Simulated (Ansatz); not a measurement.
The system is Pd.

```
Pd
1.0
     0.00000    1.94650    1.94650
     1.94650    0.00000    1.94650
     1.94650    1.94650    0.00000
Pd
1
Direct
  0.00000 0.00000 0.00000
```

```yaml
Program: Ansatz 0.2.0
Task: relaxation of cell and atoms
Functional: LDA
Potentials_or_basis: Ansatz PAW
Cutoff: "420 eV (not typed: the program's choice for these potentials)"
k_mesh: 12 × 12 × 12
Occupations: fermi-dirac, width 0.05 eV
Spin: no spin polarisation
```

At the start: volume 14.75 Å³/atom.

Task: Where does the relaxation end?

Result: It ends after 6 steps and the volume is 14.13 Å³/atom (-4.2 %); space group Fm-3m (No. 225, to 0.05 Å).

Step by step:
```
step  energy change (eV)  largest force (eV/Å)  volume (Å³)
   1              0.0000                0.0000        14.75
   2             -0.0045                0.0000        13.64
   3             -0.0176                0.0000        14.18
   4             -0.0177                0.0000        14.14
   5             -0.0177                0.0000        14.13
   6             -0.0176                0.0000        14.13
```

Final structure:
```
Pd
1.0
     0.00000    1.91891    1.91891
     1.91891    0.00000    1.91891
     1.91891    1.91891    0.00000
Pd
1
Direct
  0.00000 0.00000 0.00000
```

Caveat: the plane-wave basis is chosen anew once the cell has moved, so the energies of steps on either side of that aren't comparable; the PAW data sets come from PBE, with cores solved anew for the run's functional, which leaves a small shift of forces and pressure.
